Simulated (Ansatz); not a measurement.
# Te2Mo (P2_1/m) in Ansatz: settings compared

One crystal, Te2Mo, is run at these levels: r2SCAN+D4, r2SCAN+rVV10; tasks: relaxation of cell and atoms.

All numbers are computed with Ansatz 0.2.0; they aren't measurements. Logs are shortened: lines on timing, memory, paths and dates and some standing lists are left out, and cuts for length are marked.

**1. The crystal as given**

Symmetry: P2_1/m, No. 11, monoclinic system. Conventional cell: a = 6.330 Å, b = 3.469 Å, c = 13.860 Å, α = 90.00°, β = 93.92°, γ = 90.00°. Te (site symmetry m) has 3 Mo at 2.79 to 2.81 Å as nearest neighbours. Te (site symmetry m) is surrounded by 3 Mo at 2.70 Å. Around Te (site symmetry m) lie 3 Mo at 2.79 to 2.82 Å. Around Te (site symmetry m) lie 3 Mo at 2.70 to 2.71 Å. Mo (site symmetry m) has 6 Te at 2.70 to 2.82 Å and 2 Mo at 2.89 Å as nearest neighbours. Mo (site symmetry m) has 6 Te at 2.70 to 2.81 Å and 2 Mo at 2.90 Å as nearest neighbours.

**2. Relaxation of cell and atoms, r2SCAN+D4**

File input.yaml:

```yaml
crystal:
  lattice:
    - [6.33, 0.0, 0.0]
    - [0.0, 3.469, 0.0]
    - [-0.9467947088, 0.0, 13.8276237937]
  atoms:
    - { symbol: Te, position: [0.9437, 0.75, 0.6045] }
    - { symbol: Te, position: [0.0563, 0.25, 0.3955] }
    - { symbol: Te, position: [0.903, 0.25, 0.8514] }
    - { symbol: Te, position: [0.097, 0.75, 0.1486] }
    - { symbol: Te, position: [0.4112, 0.75, 0.8955] }
    - { symbol: Te, position: [0.5888, 0.25, 0.1045] }
    - { symbol: Te, position: [0.4432, 0.25, 0.6484] }
    - { symbol: Te, position: [0.5568, 0.75, 0.3516] }
    - { symbol: Mo, position: [0.8167, 0.75, 0.9926] }
    - { symbol: Mo, position: [0.1833, 0.25, 0.0074] }
    - { symbol: Mo, position: [0.6819, 0.25, 0.4934] }
    - { symbol: Mo, position: [0.3181, 0.75, 0.5066] }
hamiltonian:
  xc: r2scan
  pseudopotentials: { kind: paw }
  dispersion: d4
kpoints:
  mp_grid: { grid: [4, 8, 2] }
scf:
  occupations: { method: fermi_dirac, width: 0.05 }
output:
  forces: true
  stress: true
  eigenvalues: true
  write_density: true
  write_potential: true
  elf: true
  volumetric_format: npy
relax:
  f_tol: 0.01
  max_steps: 40
  cell: { stress_tol: 0.05 }
```

Potentials or basis: Ansatz PAW.

Started as:

```bash
$ ansatz run input.yaml --threads 4 --pin off --max-ram 11264MiB --backend cpu --events-out ev --progress --plain --runs-dir out
```

Log:

```text
Warning: RAYON_NUM_THREADS=4 ignored (pool sized by the plan → 4); use --threads N
Engine: ansatz 0.2.0, aarch64-unknown-linux-gnu
Pseudopotentials: kind: paw
Pseudopotential: Te, paw, valence charge 16, recommended cutoff 500 eV (meta_gga), Te.paw.azcp
Pseudopotential: Mo, paw, valence charge 14, recommended cutoff 500 eV (meta_gga), Mo.paw.azcp
Functional definition: r2SCAN
  parameter k0 = 0.174
  parameter k1 = 0.065
  parameter a1 = 4.9479
  exchange = r2scan_x(k0 = k0, k1 = k1, a1 = a1)
  correlation = r2scan_c
Crystal: 12 atoms, lattice volume = 303.638 Å³
Basis set: ecut = 500 eV, 7713 PW (Γ), exchange–correlation on 192×108×432 points (64 copies of the dense FFT grid, shifted against one another)
Bands: 111, of which v1, the nominal top of the filled ones, is band 92 counted from 1 (91 counted from 0)
Symmetry: 4 space group operations
Space group: P21/m (ITA 11), of the structure as read, at distance tolerance 6.7e-5 Å
k-points: 30 of 64
Non-local potential: Te, projectors of the file, l = 0: 2, l = 1: 2, l = 2: 2, l = 3: 2
Non-local potential: Mo, projectors of the file, l = 0: 3, l = 1: 2, l = 2: 2, l = 3: 1
PAW form: soft (Blöchl's): semilocal exchange-correlation on the pseudo side does not see the compensation charge
PAW frozen core: Te, regenerated for the run's functional (the file was generated under x = pbe(κ = 0.804, μ = 0.2195149727645171), c = pbe(β = 0.06672455060314922))
PAW frozen core: Mo, regenerated for the run's functional (the file was generated under x = pbe(κ = 0.804, μ = 0.2195149727645171), c = pbe(β = 0.06672455060314922))
PAW one-centre angular grid: Te, 590 points (default); XC on 160 Gauss nodes
PAW one-centre angular grid: Mo, 590 points (default); XC on 160 Gauss nodes
Initial density: superposition of atomic densities (neutral atoms: chi_scale 0, normalization atom), corrected by the library's trained network
Initial wavefunctions: pseudopotential atomic-orbital guess
Functional: x = r2scan, c = r2scan; τ floored in thin density (d = 2e-4 eV/Å³)
SCF iter   1: F=—  HF=-75834.437333 eV  |F-HF|=—  |Δ(HF+E_count)|=         —  Δρ=1.07e-2  dr2=8.28e-1  dr2_τ=1.12e-1  ethr=1.77e-3  ⟨swp⟩=6.2  Hψ=12160  notcnv=0  defer=39
preconditioner: auto → LDOS  [metal: Δε(μ)=0.018 eV  Ē_g=7.683 eV  σ=0.050 eV  W_gap=0.09  n_scr=82 (ndim 8)  ℏωp=18.1 eV  f_vac=0.028  D(μ)=3.19/eV (n_scr^D=14)  β→1.0]
SCF iter   2: F=—  HF=-75834.741264 eV  |F-HF|=—  |Δ(HF+E_count)|=   3.04e-1  Δρ=1.39e-2  dr2=2.03e0  dr2_τ=1.48e-1  ethr=4.50e-4  ⟨swp⟩=3.0  Hψ=5757  notcnv=0  defer=252  recentre
SCF iter   3: F=—  HF=-75834.524098 eV  |F-HF|=—  |Δ(HF+E_count)|=   2.17e-1  Δρ=4.07e-3  dr2=1.10e-1  dr2_τ=8.05e-4  ethr=4.50e-4  ⟨swp⟩=3.0  Hψ=4495  notcnv=0  defer=252
SCF iter   4: F=—  HF=-75834.522714 eV  |F-HF|=—  |Δ(HF+E_count)|=   1.38e-3  Δρ=4.47e-4  dr2=1.01e-3  dr2_τ=1.29e-4  ethr=5.98e-5  ⟨swp⟩=2.0  Hψ=4144  notcnv=0  defer=252
SCF iter   5: F=—  HF=-75834.522490 eV  |F-HF|=—  |Δ(HF+E_count)|=   2.24e-4  Δρ=1.21e-4  dr2=4.30e-5  dr2_τ=6.03e-6  ethr=5.46e-7  ⟨swp⟩=2.0  Hψ=5731  notcnv=0  defer=252
SCF iter   6: F=—  HF=-75834.522484 eV  |F-HF|=—  |Δ(HF+E_count)|=   6.68e-6  Δρ=4.34e-5  dr2=4.90e-6  dr2_τ=3.62e-7  ethr=2.33e-8  ⟨swp⟩=2.0  Hψ=5684  notcnv=0  defer=252
SCF iter   7: F=—  HF=-75834.522488 eV  |F-HF|=—  |Δ(HF+E_count)|=   4.66e-6  Δρ=1.84e-5  dr2=1.80e-6  dr2_τ=7.41e-8  ethr=2.66e-9  ⟨swp⟩=2.0  Hψ=5616  notcnv=0  defer=252
SCF iter   8: F=-75834.522488 eV  HF=-75834.522488 eV  |F-HF|=3.58e-9  |Δ(HF+E_count)|=   2.85e-8  Δρ=4.75e-6  dr2=7.20e-8  dr2_τ=5.08e-9  ethr=5.43e-11  ⟨swp⟩=14.8  Hψ=27248  notcnv=0
SCF 1 converged in 8 iterations: F = -75834.522488 eV  dr2 = 7.20e-8
relax step   1: F+E_penalty+E_count = -75834.52248823 eV  Δ(F+E_penalty+E_count) = +0.000e0 eV  max|allowed force component| = 3.011e-1 eV/Å  Δτ_max = 0.0000 Å  P = +0.931 GPa  Ω = 303.638 Å³  (8 SCF iters, dr2 threshold 1.00e-7 eV, accepted)
[... 126 lines left out ...]
  E_kinetic    = 3209.063604
  E_local      = -16175.250216  (includes V_loc(G=0)·N_el)
  E_nonlocal   = -1908.985975
  E_hartree    = 8900.767891
  E_xc         = -1637.026922
  E_vxc        = -1919.541585  (∫ρ·V_xc dr)
  E_paw        = -50363.809741  (= ΣΔE_a)
  E_vpaw       = -3714.242958  (= ΣTr[D̂ρ^β])
  E_aug_tail   = -0.000287  (compensation charges beyond the density's cutoff)
  E_vtau       = 121.909574  (kinetic-family band-sum trace: ∫τ·v_τ [+ j·A + Jᵃ·Aᵃ] dr)
  E_ewald      = -17858.550198
  E_disp       = -2.145449  (pairwise vdW)
  E_core_change = 1.394029  (= ΣΔE_core)
  E_smearing   = -0.026489  (= −TS)
  E_closure    = 0.000000  (closes the sum)
  Σ components = -75834.569753   (vs F -75834.569753, Δ=0.00e0)
--- Forces (eV/Å), atoms counted from 1 ---
  atom   1  Te     0.00082865     0.00000000     0.00063742
  atom   2  Te    -0.00082865     0.00000000    -0.00063742
  atom   3  Te    -0.00000443     0.00000000    -0.00012608
  atom   4  Te     0.00000443     0.00000000     0.00012608
  atom   5  Te     0.00093921     0.00000000    -0.00046237
  atom   6  Te    -0.00093921     0.00000000     0.00046237
  atom   7  Te    -0.00104157     0.00000000     0.00016499
  atom   8  Te     0.00104157     0.00000000    -0.00016499
  atom   9  Mo     0.00037444     0.00000000    -0.00098041
  atom  10  Mo    -0.00037444     0.00000000     0.00098041
  atom  11  Mo    -0.00115908     0.00000000    -0.00062996
  atom  12  Mo     0.00115908     0.00000000     0.00062996
  max |Σ_I F_I| component: 2.17e-19 eV/Å
--- Stress (GPa, compression-positive) ---
        0.002266       0.000000       0.004933
        0.000000       0.006875       0.000000
        0.004933       0.000000       0.004345
  P = ⅓ Tr σ = 0.0045 GPa (0.045 kbar)
--- Band table (eV; the first three rows and the last of 30) ---
  k-point 0: bands = ["-51.3003", "-51.2787", "-51.2332", "-51.2117", "-26.1319", "-26.1196", "-26.1155", "-26.1134", "-26.1090", "-26.0965", "-26.0913", "-26.0895", "-26.0832", "-26.0751", "-26.0687", "-26.0602", "-26.0517", "-26.0500", "-26.0457", "-26.0417", "-26.0377", "-26.0270", "-26.0180", "-26.0140", "-25.9828", "-25.9781", "-25.9694", "-25.9666", "-25.9607", "-25.9559", "-25.9475", "-25.9448", "-25.9257", "-25.9116", "-25.9036", "-25.8897", "-25.8865", "-25.8761", "-25.8644", "-25.8631", "-25.8593", "-25.8540", "-25.8411", "-25.8373", "-24.8162", "-24.7942", "-24.7222", "-24.7002", "-24.6936", "-24.6723", "-24.5441", "-24.5226", "-24.5141", "-24.4929", "-24.3609", "-24.3397", "-1.8041", "-1.5670", "-0.8052", "-0.4175", "0.1276", "0.2887", "0.3646", "0.5545", "5.7254", "5.9474", "5.9699", "6.6358", "7.0004", "7.0509", "7.4481", "7.5779", "8.2673", "8.9909", "9.0576", "9.0631", "9.0917", "9.2757", "9.3453", "9.8299", "9.9367", "9.9718", "10.3190", "10.4904", "10.7559", "10.9429", "11.0311", "11.2129", "11.3645", "11.6347", "11.7551", "11.7942", "12.3956", "12.6207", "12.6715", "12.7381", "13.0768", "13.7118", "13.8642", "13.9041", "14.0704", "14.5756", "14.9611", "15.0182", "15.0730", "15.2598", "15.2933", "15.4422", "16.6345", "16.8129", "17.2623"]
[... 3 lines left out ...]
--- Relaxed structure (8 steps of the walk, 6 accepted, 1 SCFs on fresh bases) ---
  F+E_penalty+E_count = -75834.56975292 eV   max|allowed force component| = 1.159e-3 eV/Å   (the final SCF, on the basis selected at the relaxed cell)
  cell:  # Å, volume = 314.2166 Å³
    - [6.338663596852694, 0.0, 0.06761497239348918]
    - [0.0, 3.4966975985466426, 0.0]
    - [-0.8003884286389774, 0.0, 14.168104619184822]
  atoms:
    - { symbol: Te, position: [0.9384092181545087, 0.75, 0.6019490759101065] }
    - { symbol: Te, position: [0.06159078184549128, 0.25, 0.3980509240898935] }
    - { symbol: Te, position: [0.9068825153367177, 0.25, 0.8554869546484887] }
    - { symbol: Te, position: [0.09311748466328237, 0.75, 0.14451304535151135] }
    - { symbol: Te, position: [0.41649679014140895, 0.75, 0.8982116459182893] }
    - { symbol: Te, position: [0.583503209858591, 0.25, 0.10178835408171094] }
    - { symbol: Te, position: [0.4341805259571949, 0.25, 0.6443445835090731] }
    - { symbol: Te, position: [0.5658194740428051, 0.75, 0.35565541649092686] }
    - { symbol: Mo, position: [0.8190207899368291, 0.75, 0.9930352190846661] }
    - { symbol: Mo, position: [0.18097921006317066, 0.25, 0.006964780915333935] }
    - { symbol: Mo, position: [0.6796039222308903, 0.25, 0.49343266342840686] }
    - { symbol: Mo, position: [0.32039607776910967, 0.75, 0.5065673365715933] }
```

Run time: 6.6 min. Hardware: 4 threads of Arm Neoverse V1, shared host; peak memory 2.3 GiB.

What came out:

```yaml
Free_energy: -75834.5698 eV
Relaxed_volume: 26.18 Å³/atom
Relaxed_cell: a = 6.339 Å, b = 3.497 Å, c = 14.191 Å, α = 90.00°, β = 92.62°, γ = 90.00°
Space_group_after_relaxing_to_0.05_Å: P2_1/m (No. 11)
Energy_gained_by_relaxing: 3.9 meV/atom
Ionic_steps: 7
Pressure_after_relaxing: 0.0 GPa
Band_gap_on_the_k_mesh: none (metal or under the smearing width)
```

The path:
```tsv
step	energy change (eV)	largest force (eV/Å)	volume (Å³)
1	0.0000	0.3012	303.64
2	-0.0407	0.0825	313.34
3	-0.0428	0.0482	312.97
4	-0.0447	0.0047	313.65
5	-0.0449	0.0046	314.02
6	-0.0449	0.0013	314.22
7	-0.0473	0.0013	314.22
```

Final structure:
```yaml
crystal:
  lattice:
    - [6.33866, 0.00000, 0.06761]
    - [0.00000, 3.49670, 0.00000]
    - [-0.80039, 0.00000, 14.16810]
  atoms:
    - { symbol: Te, position: [0.93841, 0.75000, 0.60195] }
    - { symbol: Te, position: [0.06159, 0.25000, 0.39805] }
    - { symbol: Te, position: [0.90688, 0.25000, 0.85549] }
    - { symbol: Te, position: [0.09312, 0.75000, 0.14451] }
    - { symbol: Te, position: [0.41650, 0.75000, 0.89821] }
    - { symbol: Te, position: [0.58350, 0.25000, 0.10179] }
    - { symbol: Te, position: [0.43418, 0.25000, 0.64434] }
    - { symbol: Te, position: [0.56582, 0.75000, 0.35566] }
    - { symbol: Mo, position: [0.81902, 0.75000, 0.99304] }
    - { symbol: Mo, position: [0.18098, 0.25000, 0.00696] }
    - { symbol: Mo, position: [0.67960, 0.25000, 0.49343] }
    - { symbol: Mo, position: [0.32040, 0.75000, 0.50657] }
```

Levels at points of the mesh, in eV from the Fermi level:
```
              k point  band 89  band 90  band 91  band 92  band 93  band 94  band 95  band 96
   (0.00, 0.00, 0.00)    -0.41    -0.13    -0.01     0.02     0.63     0.85     0.90     0.97
  (0.00, 0.00, -0.50)    -0.11    -0.11    -0.06    -0.06     0.67     0.73     0.92     0.95
  (0.00, -0.50, 0.00)    -1.62    -1.62    -1.54    -1.54     1.19     1.19     1.30     1.30
 (0.00, -0.50, -0.50)    -1.62    -1.62    -1.60    -1.60     1.18     1.18     1.27     1.27
  (-0.50, 0.00, 0.00)    -0.97    -0.94    -0.67    -0.62     0.16     0.19     0.89     0.90
 (-0.50, 0.00, -0.50)    -0.97    -0.94    -0.63    -0.51     0.19     0.21     0.87     0.92
 (-0.50, -0.50, 0.00)    -1.08    -1.08    -1.03    -1.03     1.15     1.15     1.18     1.18
(-0.50, -0.50, -0.50)    -1.08    -1.08    -1.03    -1.03     1.15     1.15     1.17     1.17
```

Caveat: the plane-wave basis is chosen anew once the cell has moved, so the energies of steps on either side of that aren't comparable; pairwise dispersion overbinds metals, which lowers pressure and volume; the PAW data sets come from PBE, with cores solved anew for the run's functional, which leaves a small shift of forces and pressure. Zero-point motion and thermal expansion aren't in these numbers.

**3. Relaxation of cell and atoms, r2SCAN+rVV10**

input.yaml: that of step 2 with these lines changed.

```diff
@@ -21,3 +21,3 @@
   pseudopotentials: { kind: paw }
-  dispersion: d4
+  dispersion: rvv10
 kpoints:
@@ -30,6 +30,2 @@
   eigenvalues: true
-  write_density: true
-  write_potential: true
-  elf: true
-  volumetric_format: npy
 relax:
```

Potentials or basis: Ansatz PAW.

Started as:

```bash
$ ansatz run input.yaml --threads 4 --pin off --max-ram 11264MiB --backend cpu --events-out ev --progress --plain --runs-dir out
```

Run time: 6 min. Hardware: 4 threads of Arm Neoverse V1, shared host; peak memory 2.5 GiB.

It converged, with:

- Free energy: -75810.6042 eV
- Relaxed volume: 25.96 Å³/atom
- Relaxed cell: a = 6.334 Å, b = 3.499 Å, c = 14.072 Å, α = 90.00°, β = 92.88°, γ = 90.00°
- Space group after relaxing (to 0.05 Å): P2_1/m (No. 11)
- Energy gained by relaxing: 2.9 meV/atom
- Ionic steps: 6
- Pressure after relaxing: 0.0 GPa
- Largest force after relaxing: 0.004 eV/Å
- Band gap on the k mesh: none (metal or under the smearing width)

Forces in eV/Å, atoms in the order of the input:
```
Te   0.000  0.000  0.003
Te   0.000  0.000 -0.003
Te  -0.002  0.000 -0.003
Te   0.002  0.000  0.003
Te   0.001  0.000 -0.002
Te  -0.001  0.000  0.002
Te  -0.001  0.000  0.003
Te   0.001  0.000 -0.003
Mo   0.000  0.000 -0.002
Mo   0.000  0.000  0.002
Mo  -0.001  0.000 -0.002
Mo   0.001  0.000  0.002
```

The path:
```
step  energy change (eV)  largest force (eV/Å)  volume (Å³)
   1              0.0000                0.3051       303.64
   2             -0.0301                0.0676       311.11
   3             -0.0314                0.0377       310.80
   4             -0.0325                0.0189       311.25
   5             -0.0326                0.0037       311.49
   6             -0.0343                0.0037       311.49
```

Final structure:
```
Te Mo
1.0
     6.33411    0.00000    0.05452
     0.00000    3.49906    0.00000
    -0.82830    0.00000   14.04719
Te Mo
8 4
Direct
  0.93935 0.75000 0.60250
  0.06065 0.25000 0.39750
  0.90601 0.25000 0.85411
  0.09399 0.75000 0.14589
  0.41519 0.75000 0.89769
  0.58481 0.25000 0.10231
  0.43556 0.25000 0.64569
  0.56444 0.75000 0.35431
  0.81916 0.75000 0.99287
  0.18084 0.25000 0.00713
  0.67930 0.25000 0.49339
  0.32070 0.75000 0.50661
```

Levels at points of the mesh, in eV from the Fermi level:
| k point | band 88 | band 89 | band 90 | band 91 | band 92 | band 93 | band 94 | band 95 | band 96 | band 97 |
| --- | --- | --- | --- | --- | --- | --- | --- | --- | --- | --- |
| (0.00, 0.00, 0.00) | -0.54 | -0.42 | -0.18 | 0.00 | 0.02 | 0.61 | 0.85 | 0.87 | 0.95 | 1.25 |
| (0.00, 0.00, -0.50) | -0.77 | -0.10 | -0.10 | -0.09 | -0.09 | 0.65 | 0.72 | 0.90 | 0.93 | 1.63 |
| (0.00, -0.50, 0.00) | -1.82 | -1.64 | -1.64 | -1.55 | -1.55 | 1.16 | 1.16 | 1.28 | 1.28 | 1.35 |
| (0.00, -0.50, -0.50) | -1.79 | -1.65 | -1.65 | -1.61 | -1.61 | 1.15 | 1.15 | 1.25 | 1.25 | 1.38 |
| (-0.50, 0.00, 0.00) | -1.02 | -0.99 | -0.98 | -0.66 | -0.60 | 0.14 | 0.17 | 0.86 | 0.86 | 1.57 |
| (-0.50, 0.00, -0.50) | -1.02 | -0.99 | -0.97 | -0.63 | -0.49 | 0.17 | 0.20 | 0.83 | 0.88 | 1.46 |
| (-0.50, -0.50, 0.00) | -1.94 | -1.11 | -1.11 | -1.05 | -1.05 | 1.12 | 1.12 | 1.17 | 1.17 | 1.91 |
| (-0.50, -0.50, -0.50) | -1.93 | -1.11 | -1.11 | -1.04 | -1.04 | 1.13 | 1.13 | 1.15 | 1.15 | 1.83 |

Caveat: the plane-wave basis is chosen anew once the cell has moved, so the energies of steps on either side of that aren't comparable; pairwise dispersion overbinds metals, which lowers pressure and volume; the PAW data sets come from PBE, with cores solved anew for the run's functional, which leaves a small shift of forces and pressure. Zero-point motion and thermal expansion aren't in these numbers.
